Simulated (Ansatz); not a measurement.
RbBr at 1 GPa: from Born charge to LO–TO splitting and polaron coupling

Theory: DFT PBEsol, scalar-relativistic, plane waves, PAW (Ansatz). Plane waves to 420 eV; Γ-centred k mesh 6×6×6; fixed occupations. No spin polarisation. Phonons by linear response, acoustic sum rule imposed.

The cell, relaxed at 1 GPa:
```xyz
2
Lattice="0.0000 3.3530 3.3530 3.3530 0.0000 3.3530 3.3530 3.3530 0.0000" Properties=species:S:1:pos:R:3 pbc="T T T"
Rb    0.0000    0.0000    0.0000
Br    3.3530    3.3530    3.3530
```

Linear response gives ν_TO = 98.7 cm⁻¹, Born charges ±1.148 e (positive on Rb) and ε∞ = 2.672. The primitive cell holds 75.394 Å³, and the masses are 85.468 and 79.904 amu.

Q: Find ν_LO and the static dielectric constant.

A: The long-wave field adds a restoring force: ω_LO² − ω_TO² = Z*²e²/(ε_vac ε∞ μV). In these units ν_LO² − ν_TO² = 4.92064×10⁷ Z*²/(μ V ε∞) cm⁻², with μ = m₁m₂/(m₁ + m₂) = 41.296 amu: 7797 cm⁻². So ν_LO = √(98.7² + 7797) = 132.5 cm⁻¹, and the run gives 132.5. Lyddane–Sachs–Teller then gives ε0 = ε∞ (ν_LO/ν_TO)² = 4.81, against 4.81 in the run (it forms both from the same three quantities, so the match checks the arithmetic only). Between ν_TO and ν_LO the dielectric function is negative and an undamped crystal reflects fully: a reststrahlen band from 75.5 to 101.3 μm.

Q: What do the Clausius–Mossotti polarisability and the Szigeti charge come to?

A: With the Lorentz local field, α = (3V/4π)(ε∞ − 1)/(ε∞ + 2) = 6.44 Å³ for the pair, and e_S = 3Z*/(ε∞ + 2) = 0.74 e. The Born charge includes the electrons' response to the dipole's own local field, and e_S takes that enhancement out. The Lorentz field assumes point-like polarisable ions, a fair picture at this small ε∞.

Q: How strongly does a slow electron couple to the LO mode?

A: For one isotropic parabolic band, Fröhlich's constant is α_F = (1/ε∞ − 1/ε0) √(m* Ry/ħω_LO), with Ry = 13.606 eV, ħω_LO = 16.4 meV and m* in free-electron masses: α_F = 0.1663 × 28.78 × √m* = 4.79 √m*. The band mass isn't part of this run; for m* = 0.1, 0.3 and 1 it gives 1.51, 2.62, 4.79. In weak coupling the polaron lies α_F ħω_LO below the band edge (43 meV at m* = 0.3) with a mass m*(1 + α_F/6); past α_F of about 5 or 6 that expansion fails. A semilocal functional's ε∞ tends to be too large, which taken alone lowers α_F.

Cost: 1 run of about 0.5 core-minutes, on Intel Xeon Platinum 8259CL (Skylake/Cascade Lake) (shared hosts).